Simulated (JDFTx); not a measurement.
# Mo (Im-3m) in JDFTx: a series of runs

The runs below take Mo through relaxation of cell and atoms, relaxation of the atoms, with PBE.

All numbers are computed with JDFTx 1.7.0 (patched build); they aren't measurements. Logs are shortened: lines on timing, memory, paths and dates and some standing lists are left out, and cuts for length are marked. The log counts tension as positive stress, the text compression.

## (1) The crystal as given

Symmetry: Im-3m, No. 229, cubic system. Conventional cell: a = 3.168 Å, b = 3.168 Å, c = 3.168 Å, α = 90.00°, β = 90.00°, γ = 90.00°. Mo (site symmetry m-3m) has 8 Mo at 2.74 Å as nearest neighbours.

## (2) Relaxation of cell and atoms, PBE

Mo.in reads:

```
lattice \
   -1.5838089719     1.5838089719     1.5838089719 \
    1.5838089719    -1.5838089719     1.5838089719 \
    1.5838089719     1.5838089719    -1.5838089719
latt-scale 1.889726124626 1.889726124626 1.889726124626
coords-type Lattice
ion Mo     0.0000000000     0.0000000000     0.0000000000 1

ion-species pseudo/Mo.upf
elec-cutoff 40
elec-ex-corr gga-PBE
kpoint-folding 12 12 12
elec-smearing Fermi 0.0018374661
elec-n-bands 13
electronic-SCF nIterations 100 energyDiffThreshold 1e-10
electronic-minimize nIterations 30 energyDiffThreshold 1e-7
forces-output-coords Cartesian
lattice-minimize nIterations 30 energyDiffThreshold 1e-7

dump-name run.$VAR
dump End Ecomponents EigStats BandEigs Kpoints Forces Stress
```

Potentials or basis: PseudoDojo-SR-PBE-0.5-standard.

Run with:

```bash
$ jdftx -c 1 -i Mo.in -o Mo.out
```

Log:

```text
*************** JDFTx 1.7.0 (patched build) ***************

Input parsed successfully to the following command list (including defaults):
[... the input with its defaults ...]

---------- Setting up symmetries ----------

Found 48 point-group symmetries of the bravais lattice
Found 48 space-group symmetries with basis
Applied RMS atom displacement 0 bohrs to make symmetries exact.

---------- Initializing the Grid ----------
R =
[     -2.99297      2.99297      2.99297  ]
[      2.99297     -2.99297      2.99297  ]
[      2.99297      2.99297     -2.99297  ]
unit cell volume = 107.242
G =
[ -7.21368e-18    1.04966    1.04966  ]
[    1.04966 -7.21368e-18    1.04966  ]
[    1.04966    1.04966 -7.21368e-18  ]
Minimum fftbox size, Smin = [  32  32  32  ]
Chosen fftbox size, S = [  32  32  32  ]

---------- Exchange Correlation functional ----------
Initalized PBE GGA exchange.
Initalized PBE GGA correlation.

---------- Setting up pseudopotentials ----------
Width of ionic core gaussian charges (only for fluid interactions / plotting) set to 0

Reading pseudopotential file 'pseudo/Mo.upf':
  'Mo' pseudopotential, 'PBE' functional
  Generated using ONCVPSP code by D. R. Hamann
  14 valence electrons, 4 orbitals, 6 projectors, 1001 radial grid points, with lMax = 2
    4S    l: 0   occupation:  2.0   eigenvalue: -2.364714
    4P    l: 1   occupation:  6.0   eigenvalue: -1.414320
    4D    l: 2   occupation:  5.0   eigenvalue: -0.137921
    5S    l: 0   occupation:  1.0   eigenvalue: -0.150182
  Core radius for overlap checks: 1.35 bohrs.

Initialized 1 species with 1 total atoms.

Folded 1 k-points by 12x12x12 to 1728 k-points.

---------- Setting up k-points, bands, fillings ----------
Reduced to 72 k-points under symmetry.
Computing the number of bands and number of electrons
Calculating initial fillings.
nElectrons:  14.000000   nBands: 13   nStates: 72

----- Setting up reduced wavefunction bases (one per k-point) -----
average nbasis = 1296.284 , ideal nbasis = 1295.833

---------- Setting up ewald sum ----------
Optimum gaussian width for ewald sums = 1.868743 bohr.
Real space sum over 2197 unit cells with max indices [  6  6  6  ]
Reciprocal space sum over 2197 terms with max indices [  6  6  6  ]

---------- Allocating electronic variables ----------
Initializing wave functions:  linear combination of atomic orbitals
Note: number of bands (13) exceeds available atomic orbitals (10)
Mo pseudo-atom occupations:   s ( 2 2 )  p ( 6 )  d ( 4 )
	FillingsUpdate:  mu: +0.781308504  nElectrons: 14.000000
LCAOMinimize: Iter:   0  F: -68.4496711617468634  |grad|_K:  2.723e-04  alpha:  1.000e+00
	FillingsUpdate:  mu: +0.778027192  nElectrons: 14.000000
LCAOMinimize: Iter:   1  F: -68.4499750898290813  |grad|_K:  5.018e-06  alpha:  6.781e-01  linmin: -1.405e-02  cgtest:  6.059e-02
LCAOMinimize: Encountered beta<0, resetting CG.
	FillingsUpdate:  mu: +0.778024890  nElectrons: 14.000000
LCAOMinimize: Iter:   2  F: -68.4499752408101187  |grad|_K:  5.279e-08  alpha:  9.853e-01  linmin: -8.674e-03  cgtest:  2.969e-02
LCAOMinimize: Encountered beta<0, resetting CG.
	FillingsUpdate:  mu: +0.778024713  nElectrons: 14.000000
LCAOMinimize: Iter:   3  F: -68.4499752408267739  |grad|_K:  5.004e-09  alpha:  9.851e-01  linmin:  2.687e-02  cgtest: -1.034e-01
LCAOMinimize: Converged (|Delta F|<1.000000e-06 for 2 iters).

--------- Lattice Minimization ---------

-------- Electronic minimization -----------
Will mix electronic density at each iteration.
	FillingsUpdate:  mu: +0.778024713  nElectrons: 14.000000
	FillingsUpdate:  mu: +0.770747901  nElectrons: 14.000000
SCF: Cycle:  0   F: -68.469892322077044   dF: -1.992e-02   |Residual|: 2.116e-02   |deigs|: 4.615e-01
	FillingsUpdate:  mu: +0.769626091  nElectrons: 14.000000
SCF: Cycle:  1   F: -68.470049445648669   dF: -1.571e-04   |Residual|: 1.114e-02   |deigs|: 5.976e-03
	FillingsUpdate:  mu: +0.768821293  nElectrons: 14.000000
SCF: Cycle:  2   F: -68.470058349482343   dF: -8.904e-06   |Residual|: 7.773e-04   |deigs|: 1.196e-03
	FillingsUpdate:  mu: +0.768864007  nElectrons: 14.000000
SCF: Cycle:  3   F: -68.470058817530813   dF: -4.680e-07   |Residual|: 3.579e-04   |deigs|: 1.959e-04
	FillingsUpdate:  mu: +0.768869577  nElectrons: 14.000000
SCF: Cycle:  4   F: -68.470058895324229   dF: -7.779e-08   |Residual|: 4.729e-05   |deigs|: 1.019e-04
	FillingsUpdate:  mu: +0.768867655  nElectrons: 14.000000
SCF: Cycle:  5   F: -68.470058911009517   dF: -1.569e-08   |Residual|: 1.769e-05   |deigs|: 8.610e-05
	FillingsUpdate:  mu: +0.768865966  nElectrons: 14.000000
SCF: Cycle:  6   F: -68.470058914536708   dF: -3.527e-09   |Residual|: 9.867e-06   |deigs|: 9.447e-05
	FillingsUpdate:  mu: +0.768866958  nElectrons: 14.000000
SCF: Cycle:  7   F: -68.470058915422001   dF: -8.853e-10   |Residual|: 3.143e-06   |deigs|: 1.071e-04
	FillingsUpdate:  mu: +0.768866809  nElectrons: 14.000000
SCF: Cycle:  8   F: -68.470058915658811   dF: -2.368e-10   |Residual|: 2.108e-06   |deigs|: 1.706e-04
	FillingsUpdate:  mu: +0.768866871  nElectrons: 14.000000
SCF: Cycle:  9   F: -68.470058915726653   dF: -6.784e-11   |Residual|: 1.440e-06   |deigs|: 2.391e-04
	FillingsUpdate:  mu: +0.768866696  nElectrons: 14.000000
SCF: Cycle: 10   F: -68.470058915745739   dF: -1.909e-11   |Residual|: 5.428e-07   |deigs|: 1.000e-03
SCF: Converged (|Delta E|<1.000000e-10 for 2 iters).
[... 25 lines left out ...]
# Energy components:
   Eewald =      -59.5805255553921640
       EH =        8.9983708246118539
     Eloc =      -40.2204101471356168
      Enl =        8.6051715916533631
      Exc =      -10.3053359625065486
 Exc_core =        1.8088077578328441
       KE =       22.2239562876139054
-------------------------------------
     Etot =      -68.4699652033223742
       TS =        0.0000937124233574
-------------------------------------
        F =      -68.4700589157457387

LatticeMinimize: Iter:   0  F: -68.470058915745739  |grad|_K:  2.027e-03

#--- Lowdin population analysis ---
# oxidation-state Mo +0.074

-------- Electronic minimization -----------
Will mix electronic density at each iteration.
	FillingsUpdate:  mu: +0.768866696  nElectrons: 14.000000
	FillingsUpdate:  mu: +0.769531665  nElectrons: 14.000000
SCF: Cycle:  0   F: -68.470062758844918   dF: -3.910e-07   |Residual|: 6.109e-05   |deigs|: 4.966e-04
	FillingsUpdate:  mu: +0.769528131  nElectrons: 14.000000
SCF: Cycle:  1   F: -68.470062766848230   dF: -8.003e-09   |Residual|: 4.493e-05   |deigs|: 2.277e-04
	FillingsUpdate:  mu: +0.769521023  nElectrons: 14.000000
SCF: Cycle:  2   F: -68.470062767225627   dF: -3.774e-10   |Residual|: 3.003e-05   |deigs|: 2.297e-04
	FillingsUpdate:  mu: +0.769524502  nElectrons: 14.000000
SCF: Cycle:  3   F: -68.470062767825809   dF: -6.002e-10   |Residual|: 4.335e-06   |deigs|: 3.811e-04
	FillingsUpdate:  mu: +0.769525392  nElectrons: 14.000000
SCF: Cycle:  4   F: -68.470062767860242   dF: -3.443e-11   |Residual|: 1.668e-06   |deigs|: 3.157e-04
	FillingsUpdate:  mu: +0.769525274  nElectrons: 14.000000
SCF: Cycle:  5   F: -68.470062767863666   dF: -3.425e-12   |Residual|: 2.798e-07   |deigs|: 1.849e-04
SCF: Converged (|Delta E|<1.000000e-10 for 2 iters).
[... 207 lines left out ...]
# Energy components:
   Eewald =      -59.6974921061975010
       EH =        8.9536823584422933
     Eloc =      -40.0663801955918544
      Enl =        8.6063175740756925
      Exc =      -10.3089994438953916
 Exc_core =        1.8088077054061558
       KE =       22.2340814084235276
-------------------------------------
     Etot =      -68.4699826993370948
       TS =        0.0000926060749999
-------------------------------------
        F =      -68.4700753054120952

LatticeMinimize: Iter:   4  F: -68.470075305412095  |grad|_K:  1.121e-06  alpha:  1.000e+00  linmin:  1.000e+00
LatticeMinimize: Converged (|Delta F|<1.000000e-07 for 2 iters).

#--- Lowdin population analysis ---
# oxidation-state Mo +0.073

Dumping 'run.eigStats' ...
	eMin: -1.476698 at state 0 ( [ +0.000000 +0.000000 +0.000000 ] spin 0 )
	HOMO: +0.773671 at state 38 ( [ +0.083333 +0.500000 +0.500000 ] spin 0 )
	mu  : +0.774123
	LUMO: +0.776045 at state 59 ( [ +0.250000 +0.333333 -0.333333 ] spin 0 )
	eMax: +1.539600 at state 4 ( [ +0.000000 +0.000000 +0.333333 ] spin 0 )
	HOMO-LUMO gap: +0.002374
	Optical gap  : +0.019814 at state 59 ( [ +0.250000 +0.333333 -0.333333 ] spin 0 )
Done!
```

It took 45 s on 1 thread of Intel Xeon 6975P-C (Granite Rapids), shared host; peak memory 0.08 GiB.

Results:

```yaml
Free_energy: -1863.1657 eV
Relaxed_volume: 15.80 Å³/atom
Relaxed_cell: a = 2.738 Å, b = 2.738 Å, c = 2.738 Å, α = 109.47°, β = 109.47°, γ = 109.47°
Space_group_after_relaxing_to_0.05_Å: Im-3m (No. 229)
Energy_gained_by_relaxing: 0.4 meV/atom
Ionic_steps: 5
Pressure_after_relaxing: 0.0 GPa
Band_gap_on_the_k_mesh: none (metal or under the smearing width)
```

The path:
| step | energy change (eV) | largest force (eV/Å) | pressure (GPa) | volume (Å³) |
| --- | --- | --- | --- | --- |
| 1 | 0.0000 | 0.0000 | -1.53 | 15.89 |
| 2 | -0.0001 | 0.0000 | -1.34 | 15.88 |
| 3 | -0.0004 | 0.0000 | -0.05 | 15.80 |
| 4 | -0.0004 | 0.0000 | 0.00 | 15.80 |
| 5 | -0.0004 | 0.0000 | 0.00 | 15.80 |

Final structure:
```
CELL_PARAMETERS angstrom
-1.58071 1.58071 1.58071
1.58071 -1.58071 1.58071
1.58071 1.58071 -1.58071
ATOMIC_POSITIONS crystal
Mo 0.00000 0.00000 0.00000
```

Levels at points of the mesh, in eV from the Fermi level:
| k point | band 5 | band 6 | band 7 | band 8 | band 9 |
| --- | --- | --- | --- | --- | --- |
| (0.00, 0.00, 0.00) | -7.15 | -1.30 | -1.30 | -1.30 | 1.68 |
| (0.00, 0.00, 0.50) | -5.21 | -3.30 | 1.62 | 1.71 | 2.32 |
| (0.50, 0.50, 0.50) | -5.31 | -5.31 | 3.96 | 3.96 | 3.96 |

## (3) Relaxation of the atoms, PBE (relaxed cell strained by 0.01 in Voigt component 1)

Mo.in reads:

```
lattice \
   -3.0169710063     3.0169710063     3.0169710063 \
    2.9871000063    -2.9871000063     2.9871000063 \
    2.9871000063     2.9871000063    -2.9871000063
coords-type Lattice
ion Mo     0.0000000000     0.0000000000     0.0000000000 1

ion-species pseudo/Mo.upf
elec-cutoff 40
elec-ex-corr gga-PBE
kpoint-folding 12 12 12
elec-smearing Fermi 0.0018374661
elec-n-bands 13
electronic-SCF nIterations 100 energyDiffThreshold 1e-10
electronic-minimize nIterations 30 energyDiffThreshold 1e-7
forces-output-coords Cartesian
ionic-minimize nIterations 20 energyDiffThreshold 1e-8 knormThreshold 2e-5

dump-name run.$VAR
dump End Ecomponents EigStats BandEigs Kpoints Forces Stress
```

Potentials or basis: PseudoDojo-SR-PBE-0.5-standard.

Run with:

```bash
$ jdftx -c 1 -i Mo.in -o Mo.out
```

Wall time 35 s (1 thread of Intel Xeon 6975P-C (Granite Rapids), shared host); peak memory 0.14 GiB.

It converged, with:

| Quantity | Value |
| --- | --- |
| Free energy | -1863.1633 eV |
| Pressure after relaxing | -2.5 GPa |
| Band gap on the k mesh | none (metal or under the smearing width) |

Stress tensor (GPa, compression positive):
```
-4.78  0.00  0.00
 0.00 -1.41  0.00
 0.00  0.00 -1.41
```

Final structure:
```cif
data_structure
_symmetry_space_group_name_H-M 'P 1'
_symmetry_Int_Tables_number 1
_cell_length_a 2.7470
_cell_length_b 2.7470
_cell_length_c 2.7470
_cell_angle_alpha 108.933
_cell_angle_beta 109.741
_cell_angle_gamma 109.741
_cell_volume 15.96
loop_
_atom_site_label
_atom_site_type_symbol
_atom_site_fract_x
_atom_site_fract_y
_atom_site_fract_z
_atom_site_occupancy
Mo1 Mo 0.00000 0.00000 0.00000 1
```

Levels at points of the mesh, in eV from the Fermi level:
```tsv
k point	band 5	band 6	band 7	band 8	band 9
(0.00, 0.00, 0.00)	-7.12	-1.31	-1.31	-1.20	1.59
(0.00, 0.00, 0.50)	-5.15	-3.22	1.56	1.63	2.28
(0.00, 0.50, 0.50)	-5.16	-3.34	1.64	1.78	2.34
(0.50, 0.50, 0.50)	-5.25	-5.23	3.89	3.92	3.92
```

Caveat: the relaxation stopped at its first step, so nothing moved.

## (4) Relaxation of the atoms, PBE (relaxed cell strained by -0.01 in Voigt component 1)

Edit Mo.in of step 3 so:

```diff
@@ -1,3 +1,3 @@
 lattice \
-   -3.0169710063     3.0169710063     3.0169710063 \
+   -2.9572290062     2.9572290062     2.9572290062 \
     2.9871000063    -2.9871000063     2.9871000063 \
```

Potentials or basis: PseudoDojo-SR-PBE-0.5-standard.

Run with:

```bash
$ jdftx -c 1 -i Mo.in -o Mo.out
```

Log:

```text
*************** JDFTx 1.7.0 (patched build) ***************

Input parsed successfully to the following command list (including defaults):
[... the input with its defaults ...]

---------- Setting up symmetries ----------

Found 16 point-group symmetries of the bravais lattice
Found 16 space-group symmetries with basis
Applied RMS atom displacement 0 bohrs to make symmetries exact.

---------- Initializing the Grid ----------
R =
[     -2.95723      2.95723      2.95723  ]
[       2.9871      -2.9871       2.9871  ]
[       2.9871       2.9871      -2.9871  ]
unit cell volume = 105.547
G =
[ 5.05747e-17    1.05172    1.05172  ]
[    1.06234 2.23958e-17    1.05172  ]
[    1.06234    1.05172 2.23958e-17  ]
Minimum fftbox size, Smin = [  32  32  32  ]
Chosen fftbox size, S = [  32  32  32  ]

---------- Exchange Correlation functional ----------
Initalized PBE GGA exchange.
Initalized PBE GGA correlation.

---------- Setting up pseudopotentials ----------
Width of ionic core gaussian charges (only for fluid interactions / plotting) set to 0

Reading pseudopotential file 'pseudo/Mo.upf':
[... 64 lines left out ...]
	FillingsUpdate:  mu: +0.783100965  nElectrons: 14.000000
SCF: Cycle: 10   F: -68.469980801122716   dF: -1.620e-11   |Residual|: 2.204e-06   |deigs|: 2.283e-04
SCF: Converged (|Delta E|<1.000000e-10 for 2 iters).

Setting wave functions to eigenvectors of Hamiltonian

# Stress tensor in Cartesian coordinates [Eh/a0^3]:
[ -0.000175403            0            0  ]
[            0  -5.0127e-05            0  ]
[            0            0  -5.0127e-05  ]

# Ionic positions in lattice coordinates:
ion Mo   0.000000000000000   0.000000000000000   0.000000000000000 1

# Forces in Cartesian coordinates:
force Mo  -0.000000000000000  -0.000000000000000  -0.000000000000000 1

# Energy components:
   Eewald =      -59.8977247369020205
       EH =        8.8777676812421777
     Eloc =      -39.8035379498437223
      Enl =        8.6082731819084248
      Exc =      -10.3153465452334174
 Exc_core =        1.8088077298801464
       KE =       22.2518698318452621
-------------------------------------
     Etot =      -68.4698908071031269
       TS =        0.0000899940195844
-------------------------------------
        F =      -68.4699808011227162

IonicMinimize: Iter:   0  F: -68.469980801122716  |grad|_K:  0.000e+00
IonicMinimize: Converged (|grad|_K<2.000000e-05).

#--- Lowdin population analysis ---
# oxidation-state Mo +0.072

Dumping 'run.eigStats' ...
	eMin: -1.467633 at state 0 ( [ +0.000000 +0.000000 +0.000000 ] spin 0 )
	HOMO: +0.782158 at state 97 ( [ +0.083333 -0.166667 -0.166667 ] spin 0 )
	mu  : +0.783101
	LUMO: +0.783796 at state 147 ( [ +0.250000 -0.333333 -0.250000 ] spin 0 )
	eMax: +1.560250 at state 38 ( [ +0.000000 +0.333333 -0.333333 ] spin 0 )
	HOMO-LUMO gap: +0.001638
	Optical gap  : +0.017168 at state 134 ( [ +0.250000 +0.333333 -0.333333 ] spin 0 )
Done!
```

Wall time 34 s (1 thread of Intel Xeon 6975P-C (Granite Rapids), shared host); peak memory 0.14 GiB.

Results:

```
Free energy             : -1863.1631 eV
Pressure after relaxing : 2.7 GPa
Band gap on the k mesh  : none (metal or under the smearing width)
```

Final structure:
```cif
data_structure
_symmetry_space_group_name_H-M 'P 1'
_symmetry_Int_Tables_number 1
_cell_length_a 2.7288
_cell_length_b 2.7288
_cell_length_c 2.7288
_cell_angle_alpha 110.013
_cell_angle_beta 109.201
_cell_angle_gamma 109.201
_cell_volume 15.64
loop_
_atom_site_label
_atom_site_type_symbol
_atom_site_fract_x
_atom_site_fract_y
_atom_site_fract_z
_atom_site_occupancy
Mo1 Mo 0.00000 0.00000 0.00000 1
```

Caveat: the relaxation stopped at its first step, so nothing moved.

## (5) Relaxation of the atoms, PBE (relaxed cell strained by 0.01 in Voigt component 4)

Edit Mo.in of step 4 so:

```diff
@@ -1,5 +1,5 @@
 lattice \
-   -2.9572290062     2.9572290062     2.9572290062 \
-    2.9871000063    -2.9871000063     2.9871000063 \
-    2.9871000063     2.9871000063    -2.9871000063
+   -2.9871000063     2.9871000063     2.9871000063 \
+    3.0020355062    -2.9721645063     2.9721645063 \
+    3.0020355062     2.9721645063    -2.9721645063
 coords-type Lattice
```

Run with:

```bash
$ jdftx -c 1 -i Mo.in -o Mo.out
```

Run time: 61 s. Hardware: 1 thread of Intel Xeon 6975P-C (Granite Rapids), shared host; peak memory 0.21 GiB.

Results (log left out):

```
Free energy             : -1863.1651 eV
Pressure after relaxing : 0.0 GPa
Band gap on the k mesh  : none (metal or under the smearing width)
```

Stress tensor (GPa, compression positive):
```
 0.03  0.00  0.00
 0.00  0.02 -1.12
 0.00 -1.12  0.02
```

Final structure:
```
Mo
1.0
    -1.58071    1.58861    1.58861
     1.58071   -1.57280    1.57280
     1.58071    1.57280   -1.57280
Mo
1
Cartesian
  0.0000 0.0000 0.0000
```

Levels at points of the mesh, in eV from the Fermi level:
```
           k point  band 3  band 4  band 5  band 6  band 7  band 8  band 9
(0.00, 0.00, 0.00)  -34.54  -34.52   -7.15   -1.38   -1.30   -1.22    1.68
(0.00, 0.00, 0.50)  -34.97  -34.55   -5.21   -3.31    1.62    1.71    2.32
(0.00, 0.50, 0.50)  -34.99  -34.56   -5.22   -3.28    1.66    1.70    2.26
(0.50, 0.00, 0.00)  -34.95  -34.54   -5.21   -3.33    1.54    1.75    2.39
(0.50, 0.50, 0.50)  -35.47  -35.45   -5.32   -5.31    3.87    3.96    4.05
```

Caveat: the relaxation stopped at its first step, so nothing moved.

## (6) Summary

| task | cell | gap on the mesh (eV) | pressure (GPa) |
| --- | --- | --- | --- |
| relaxation of cell and atoms | relaxed | none | 0.0 |
| relaxation of the atoms | atoms relaxed from: relaxed cell strained by 0.01 in Voigt component 1 | none | -2.5 |
| relaxation of the atoms | atoms relaxed from: relaxed cell strained by -0.01 in Voigt component 1 | none | 2.7 |
| relaxation of the atoms | atoms relaxed from: relaxed cell strained by 0.01 in Voigt component 4 | none | 0.0 |

Alike in all rows: level PBE; potentials or basis PseudoDojo-SR-PBE-0.5-standard; no spin polarisation; k mesh 12 × 12 × 12; cutoff (eV) 1088; smearing fermi-dirac 0.05 eV.

Caveats: the relaxation stopped at its first step, so nothing moved (some runs).

Absolute energies hang on the potentials; compare differences alone.
